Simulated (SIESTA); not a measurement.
NaCl:

```xyz
2
Lattice="0.0000 2.7941 2.7941 2.7941 0.0000 2.7941 2.7941 2.7941 0.0000" Properties=species:S:1:pos:R:3 pbc="T T T"
Cl    2.7941    2.7941    2.7941
Na    0.0000    0.0000    0.0000
```

The cell is a database's computed one.

Base run:

* Program: SIESTA 5.4.2
* Functional: BLYP
* Potentials or basis: PseudoDojo 0.4 standard (PBE files)
* Basis: DZP (energy shift 0.003 Ry; two zetas on semicore shells)
* Grid cutoff: 800 Ry
* Energy shift: 0.003 Ry
* k mesh: 8 × 8 × 8
* Occupations: fermi-dirac, width 0.05 eV
* Spin: no spin polarisation

Its results: band gap on the k mesh 5.37 eV, direct; pressure 2.8 GPa.

**Question.** After a change of settings the same cell gave: band gap on the k mesh 4.91 eV, direct; pressure -1.7 GPa. Which change was it?
A. functional from BLYP to vdW-DF-cx
B. functional from BLYP to LDA; potentials or basis from PseudoDojo 0.4 standard (PBE files) to PseudoDojo 0.4 standard (LDA files)
C. functional from BLYP to AM05; potentials or basis from PseudoDojo 0.4 standard (PBE files) to PseudoDojo 0.4 standard (PBEsol files)
D. functional from BLYP to PBE

**Answer.** B.

Caveats: the basis of atomic orbitals isn't converged, which shifts pressures, moduli and gaps; the potentials were made for another functional, which shifts forces and pressure (some runs).

Not every run made on this cell is shown here.
